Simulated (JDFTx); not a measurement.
ZnO (zincite) under changes of volume

One of the cells (11.900 Å³/atom); the others are scaled copies at fixed shape and fractional positions:

```
CELL_PARAMETERS angstrom
3.24931 0.00000 0.00000
-1.62465 2.81398 0.00000
0.00000 0.00000 5.20571
ATOMIC_POSITIONS crystal
Zn 0.66667 0.33333 0.00000
Zn 0.33333 0.66667 0.50000
O 0.33333 0.66667 0.87901
O 0.66667 0.33333 0.37901
```

- Program: JDFTx 1.7.0 (patched build)
- Functional: PBEsol
- Potentials or basis: PseudoDojo-SR-PBEsol-0.4.1-standard with smoothed tails
- Cutoff: 1143 eV
- Density cutoff: 9143 eV
- k mesh: 9 × 9 × 5
- Occupations: fermi-dirac, width 0.05 eV
- Spin: no spin polarisation

| volume (Å³/atom) | energy over the lowest point (meV/atom) | pressure (GPa) | gap on the mesh (eV) | largest force (eV/Å) |
| --- | --- | --- | --- | --- |
| 11.186 | ? | ? | ? | ? |
| 11.424 | 3.78 | 4.2 | 0.83 | 0.076 |
| 11.662 | 0.00 | 0.9 | 0.79 | 0.069 |
| 11.900 | 0.77 | -2.0 | 0.76 | 0.062 |
| 12.138 | 5.61 | -4.6 | 0.73 | 0.055 |
| 12.376 | 14.11 | -6.9 | 0.70 | 0.048 |
| 12.614 | 25.87 | -9.0 | 0.67 | 0.042 |

Problem. What does the run at 11.186 Å³/atom give?

Solution. Energy over the lowest point 12.64 meV/atom; pressure 7.8 GPa; gap on the mesh 0.86 eV; largest force 0.084 eV/Å.

Worked out: A Birch-Murnaghan fit of order 3 (a polynomial in V^(-2/3)) to the other rows has its minimum at 11.74 Å³/atom with B0 = V·E''(V) = 146 GPa and B' = 4.4 at fixed shape and positions, which overstates the stiffness. It gives 12.64 meV/atom at 11.186 Å³/atom, against the run's 12.64, and -dE/dV = 7.8 GPa, against 7.8. A straight line through the other rows of the gap, of slope -1.59 eV per unit of ln V (its deformation potential), extrapolates to 0.86 eV, against the run's 0.86.

Energies are extrapolated to zero smearing.
